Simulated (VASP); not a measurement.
# BN (mix) (F-43m) in VASP: single point with PBE

Aim: the single point of BN (mix) with PBE.

All numbers are computed with VASP 6.6.1; they aren't measurements. Logs are shortened: lines on timing, memory, paths and dates and some standing lists are left out, and cuts for length are marked.

**What was measured.**

A printed reference work, monograph reports, for a bulk crystal of BN at 300 K: band gap 6.4 eV (indirect).

How close the calculation comes is told below.

## 1. The cell of the first run

It takes space group F-43m (No. 216, cubic). The conventional cell has a = 3.625 Å, b = 3.625 Å, c = 3.625 Å, α = 90.00°, β = 90.00°, γ = 90.00°. B (site symmetry -43m) has 4 N at 1.57 Å within 2.1 Å. Within 2.1 Å of N (site symmetry -43m) lie 4 B at 1.57 Å.

## 2. Single point, PBE

INCAR

```
  ALGO = Normal
  EDIFF = 1E-6
  ENCUT = 600
  GGA = PE
  GGA_COMPAT = False
  ISIF = 2
  ISMEAR = 0
  LASPH = True
  LCHARG = True
  LELF = True
  LREAL = False
  LVHAR = True
  LWAVE = False
  NBANDS = 11
  NELM = 120
  PREC = Accurate
  SIGMA = 0.02
```

KPOINTS

```
k-points
0
Gamma
  12 12 12
```

POSCAR

```
BN
1.0
    0.0000000000      1.8123265919      1.8123265919
    1.8123265919      0.0000000000      1.8123265919
    1.8123265919      1.8123265919      0.0000000000
B N
1 1
Direct
    0.0000000000      0.0000000000      0.0000000000
    0.2500000000      0.2500000000      0.2500000000
```

Potentials or basis: VASP PAW PBE potentials, release 64 (B, N).

On the command line:

```sh
> cat potpaw_PBE.64/B/POTCAR potpaw_PBE.64/N/POTCAR > POTCAR
> mpirun -np 1 vasp_std > vasp.out
```

OUTCAR:

```text
EDIFF = 1E-6
   ENCUT = 600
   GGA = PE
   ISIF = 2
   ISMEAR = 0
   LASPH = True
   LREAL = False
   NELM = 120
   PREC = Accurate

 ion  position               nearest neighbor table
   1  0.000  0.000  0.000-   2 1.57   2 1.57   2 1.57   2 1.57
   2  0.250  0.250  0.250-   1 1.57   1 1.57   1 1.57   1 1.57

  LATTYP: Found a face centered cubic cell.
 ALAT       =     3.6246531838

  Lattice vectors:

 A1 = (   0.0000000000,   1.8123265919,   1.8123265919)
 A2 = (   1.8123265919,   0.0000000000,   1.8123265919)
 A3 = (   1.8123265919,   1.8123265919,   0.0000000000)

Analysis of symmetry for initial positions (statically):
=====================================================================
 Subroutine PRICEL returns:
 Original cell was already a primitive cell.

 Routine SETGRP: Setting up the symmetry group for a
 face centered cubic supercell.

 Subroutine GETGRP returns: Found 24 space group operations
 (whereof 24 operations were pure point group operations)
 out of a pool of 48 trial point group operations.

The static configuration has the point symmetry T_d .

Analysis of symmetry for dynamics (positions and initial velocities):
=====================================================================
 Subroutine PRICEL returns:
 Original cell was already a primitive cell.

 Routine SETGRP: Setting up the symmetry group for a
 face centered cubic supercell.

 Subroutine GETGRP returns: Found 24 space group operations
 (whereof 24 operations were pure point group operations)
 out of a pool of 48 trial point group operations.

The dynamic configuration has the point symmetry T_d .

 Subroutine INISYM returns: Found 24 space group operations
 (whereof 24 operations are pure point group operations),
 and found     1 'primitive' translations

----------------------------------------------------------------------------------------

                                     Primitive cell

  volume of cell :      11.9053

  direct lattice vectors                    reciprocal lattice vectors
     0.000000000  1.812326592  1.812326592    -0.275888464  0.275888464  0.275888464
     1.812326592  0.000000000  1.812326592     0.275888464 -0.275888464  0.275888464
     1.812326592  1.812326592  0.000000000     0.275888464  0.275888464 -0.275888464

  length of vectors
     2.563016846  2.563016846  2.563016846     0.477852837  0.477852837  0.477852837

  position of ions in fractional coordinates (direct lattice)
     0.000000000  0.000000000  0.000000000
     0.250000000  0.250000000  0.250000000

  ion indices of the primitive-cell ions
   primitive index   ion index
                 1           1
                 2           2

----------------------------------------------------------------------------------------

 KPOINTS: k-points

Automatic generation of k-mesh.
 Grid dimensions read from file:
 generate k-points for:   12   12   12

 Generating k-lattice:

  Cartesian coordinates                     Fractional coordinates (reciprocal lattice)
    -0.022990705  0.022990705  0.022990705     0.083333333  0.000000000  0.000000000
     0.022990705 -0.022990705  0.022990705     0.000000000  0.083333333  0.000000000
     0.022990705  0.022990705 -0.022990705     0.000000000  0.000000000  0.083333333

  Length of vectors
     0.039821070  0.039821070  0.039821070

  Shift w.r.t. Gamma in fractional coordinates (k-lattice)
     0.000000000  0.000000000  0.000000000

 Subroutine IBZKPT returns following result:
 ===========================================

 Found     72 irreducible k-points:

 Following reciprocal coordinates:
            Coordinates               Weight
  0.000000  0.000000  0.000000      1.000000
  0.083333  0.000000  0.000000      8.000000
  0.166667  0.000000  0.000000      8.000000
  0.250000  0.000000  0.000000      8.000000
  0.333333  0.000000  0.000000      8.000000
  0.416667  0.000000  0.000000      8.000000
[... 16 lines left out ...]
  0.500000  0.166667  0.000000     24.000000
 -0.416667  0.166667  0.000000     24.000000
 [... further k-points ...]
   k-points           NKPTS =     72   k-points in BZ     NKDIM =     72   number of bands    NBANDS=     11
   number of dos      NEDOS =    301   number of ions     NIONS =      2
   total plane-waves  NPLWV =   8000
   dimension x,y,z NGX =    20 NGY =   20 NGZ =   20
   dimension x,y,z NGXF=    40 NGYF=   40 NGZF=   40
   ions per type =               1   1
   NGX,Y,Z   is equivalent  to a cutoff of  12.97, 12.97, 12.97 a.u.
   NGXF,Y,Z  is equivalent  to a cutoff of  25.95, 25.95, 25.95 a.u.
 SYSTEM =  unknown system
   PREC   = accura    normal or accurate (medium, high low for compatibility)
   ISTART =      0    job   : 0-new  1-cont  2-samecut
   ICHARG =      2    charge: 1-file 2-atom 10-const
   ISPIN  =      1    spin polarized calculation?
   LNONCOLLINEAR =      F non collinear calculations
   LSORBIT =      F    spin-orbit coupling
   LASPH  =      T    aspherical Exc in radial PAW
   ENCUT  =  600.0 eV  44.10 Ry    6.64 a.u.   5.12  5.12  5.12*2*pi/ulx,y,z
   NELM   =    120;   NELMIN=  2; NELMDL= -5     # of ELM steps
   EDIFF  = 0.1E-05   stopping-criterion for ELM
   LREAL  =      F    real-space projection
   EDIFFG = 0.1E-04   stopping-criterion for IOM
   NSW    =      0    number of steps for IOM
   IBRION =     -1    ionic relax: 0-MD 1-quasi-New 2-CG
   NFREE  =      0    steps in history (QN), initial steepest desc. (CG)
   ISIF   =      2    stress and relaxation
   ISYM   =      2    0-nonsym 1-usesym 2-fastsym
   POTIM  = 0.5000    time-step for ionic-motion
   TEBEG  =    0.0;   TEEND  =   0.0 temperature during run
   PSTRESS=    0.0 pullay stress
   NELECT =       8.0000    total number of electrons
   NUPDOWN=      -1.0000    fix difference up-down
   EMIN   =  10.00;   EMAX   =-10.00  energy-range for DOS
   EFERMI =   0.00;   METHOD = LEGACY
   ISMEAR =     0;   SIGMA  =   0.02  broadening in eV -4-tet -1-fermi 0-gaus
   EFERMI_NEDOS =   21; number of points for ismear=-14 and -15
   IALGO  =     38    algorithm
   IMIX   =      4    mixing-type and parameters
     AMIX     =   0.40;   BMIX     =  1.00
     AMIX_MAG =   1.60;   BMIX_MAG =  1.00
  volume/ion in A,a.u.               =       5.95        40.17
  Fermi-wavevector in a.u.,A,eV,Ry     =   1.433920  2.709717 27.975314  2.056128
  Thomas-Fermi vector in A             =   2.553386
   LORBIT       =      0    0 simple, 1 ext, 2 COOP (PROOUT), +10 PAW based schemes
   GGA     = PE    functional components
   LHFCALC =     F    Hartree Fock is set to
   AEXX    =    0.0000 exact exchange contribution
   IVDW    =     0    specifies the selected vdW correction
   LEPSILON=     F    determine dielectric tensor
   LRPA    =     F    only Hartree local field effects (RPA)
 non-spin polarized calculation
 Gauss-broadening in eV      SIGMA  =   0.02
  energy-cutoff  :      600.00
  volume of cell :       11.91
 maximum number of plane-waves:       415
   NGX = 11   NGY = 11   NGZ = 11

 number of electron       7.9999999 magnetization

 Free energy of the ion-electron system (eV)
  ---------------------------------------------------
  ext. energy  EPLUGINS =         0.00000000
  ---------------------------------------------------
  free energy    TOTEN  =       -17.45462959 eV

  energy without entropy =      -17.45462959  energy(sigma->0) =      -17.45462959

 E-fermi :   7.4059     XC(G=0): -12.7827

 val. band max:        7.3043175258   @ k =   0.0000   0.0000   0.0000
 cond. band min:      11.7552903170   @ k =   0.5000   0.5000   0.0000
 fundamental gap:      4.4509727911
 Fermi energy:         7.4058778914

 k-point     1 :       0.0000    0.0000    0.0000
  band No.  band energies     occupation
      1     -12.8358      2.00000
      2       7.3043      2.00000
      3       7.3043      2.00000
      4       7.3043      2.00000
      5      16.0860      0.00000
      6      16.0860      0.00000
      7      16.0860      0.00000
      8      17.5245      0.00000
      9      31.9066      0.00000
     10      34.9734      0.00000
     11      34.9734      0.00000

 k-point     2 :       0.0833    0.0000    0.0000
  band No.  band energies     occupation
      1     -12.6678      2.00000
      2       6.3969      2.00000
      3       7.1253      2.00000
      4       7.1253      2.00000
      5      16.2841      0.00000
      6      16.3578      0.00000
      7      16.3578      0.00000
      8      18.0942      0.00000
      9      31.7205      0.00000
     10      32.7789      0.00000
     11      32.7789      0.00000

 k-point     3 :       0.1667    0.0000    0.0000
  band No.  band energies     occupation
      1     -12.1705      2.00000
      2       4.3089      2.00000
      3       6.6894      2.00000
      4       6.6894      2.00000
      5      16.5799      0.00000
      6      16.9896      0.00000
      7      16.9896      0.00000
      8      19.4304      0.00000
      9      31.1949      0.00000
     10      31.2326      0.00000
     11      31.2326      0.00000

 k-point     4 :       0.2500    0.0000    0.0000
  band No.  band energies     occupation
      1     -11.3674      2.00000
      2       1.8576      2.00000
      3       6.1857      2.00000
      4       6.1857      2.00000
      5      16.8673      0.00000
      6      17.5946      0.00000
      7      17.5946      0.00000
      8      20.7697      0.00000
      9      30.6529      0.00000
     10      30.8282      0.00000
     11      30.8282      0.00000
[... 239 lines left out ...]
 k-point    22 :       0.4167    0.1667    0.0000
  band No.  band energies     occupation
      1      -9.4336      2.00000
      2      -0.8197      2.00000
      3       4.1887      2.00000
      4       4.3738      2.00000
      5      15.7705      0.00000
      6      19.6282      0.00000
      7      20.1195      0.00000
      8      20.9881      0.00000
      9      27.5986      0.00000
     10      33.3815      0.00000
     11      35.5955      0.00000

 k-point    23 :       0.5000    0.1667    0.0000
  band No.  band energies     occupation
      1      -8.4785      2.00000
      2      -2.3597      2.00000
      3       3.6071      2.00000
      4       4.4456      2.00000
      5      16.1264      0.00000
      6      19.5584      0.00000
      7      19.8797      0.00000
      8      22.2814      0.00000
      9      27.9728      0.00000
     10      33.5536      0.00000
     11      34.7997      0.00000

 k-point    24 :      -0.4167    0.1667    0.0000
  band No.  band energies     occupation
      1      -8.2964      2.00000
      2      -2.6247      2.00000
      3       3.2081      2.00000
      4       4.7579      2.00000
      5      16.5770      0.00000
      6      19.4113      0.00000
      7      19.4872      0.00000
      8      22.8904      0.00000
      9      28.2595      0.00000
     10      32.5558      0.00000
     11      33.8240      0.00000

 [... further k-points ...]

------------------------ aborting loop because EDIFF is reached ----------------------------------------

  FORCE on cell =-STRESS in cart. coord.  units (eV):
  Direction    XX          YY          ZZ          XY          YZ          ZX
  --------------------------------------------------------------------------------------
  -------------------------------------------------------------------------------------
  Total       -0.0015177     -0.0015177     -0.0015177      0.0000000      0.0000000     -0.0000000
  in kB       -0.2042435     -0.2042435     -0.2042435      0.0000000      0.0000000     -0.0000000
  external PRESSURE =      -0.2042435 kB  Pullay stress =       0.0000000 kB

 VOLUME and BASIS-vectors are now :
 -----------------------------------------------------------------------------
  energy-cutoff  :      600.00
  volume of cell :       11.91
      direct lattice vectors                 reciprocal lattice vectors
     0.000000000  1.812326592  1.812326592    -0.275888464  0.275888464  0.275888464
     1.812326592  0.000000000  1.812326592     0.275888464 -0.275888464  0.275888464
     1.812326592  1.812326592  0.000000000     0.275888464  0.275888464 -0.275888464

 POSITION                                       TOTAL-FORCE (eV/Angst)
 -----------------------------------------------------------------------------------
      0.00000      0.00000      0.00000        -0.000000     -0.000000     -0.000000
      0.90616      0.90616      0.90616         0.000000      0.000000      0.000000
 -----------------------------------------------------------------------------------
    total drift:                                0.000000      0.000000      0.000000

  FREE ENERGIE OF THE ION-ELECTRON SYSTEM (eV)
  ---------------------------------------------------
  free  energy   TOTEN  =       -17.4546295905 eV

  energy  without entropy=      -17.4546295905  energy(sigma->0) =      -17.45462959
```

Run time: 4.3 s. Hardware: 1 thread of Intel Xeon 6975P-C (Granite Rapids), shared host; peak memory 0.12 GiB.

What came out:

| Quantity | Value |
| --- | --- |
| Free energy | -17.4546 eV |
| Pressure | 0.0 GPa |
| Band gap on the k mesh | 4.45 eV, indirect (least direct gap 8.78 eV) |

## 3. How close it comes

Step 2. Measured gap of BN: 6.4 eV (indirect; 300 K; a printed reference work, monograph). This calculation gives 4.45 eV (-1.95 eV). The value is that of PBE on a finite k mesh, which can miss the band edges, without temperature or zero-point motion. Semilocal functionals fall short of measured gaps as a rule.
